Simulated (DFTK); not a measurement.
SrO:

```
CELL_PARAMETERS angstrom
0.00000 2.56630 2.56630
2.56630 0.00000 2.56630
2.56630 2.56630 0.00000
ATOMIC_POSITIONS crystal
Sr 0.50000 0.50000 0.50000
O 0.00000 0.00000 0.00000
```

Base run:

```yaml
Program: DFTK 0.8.2
Functional: PBEsol
Potentials_or_basis: SG15 1.2 (PBE)
Cutoff: 952 eV
k_mesh: 9 × 9 × 9
Occupations: fermi-dirac, width 0.05 eV
Spin: no spin polarisation
```

Its results: band gap on the k mesh 3.25 eV, indirect (least direct gap 3.33 eV).

The run is repeated on the same cell with these changes: functional from PBEsol to HSE06; k mesh from 9 × 9 × 9 to 2 × 2 × 2. What comes out?

Band gap on the k mesh 4.90 eV, indirect (least direct gap 4.98 eV).

Several settings changed at once, so the effect can't be laid on one alone.

Caveats: some runs use coarse meshes; this program's HSE differs a little from the usual definition (some runs).

A k mesh can miss the band edges.
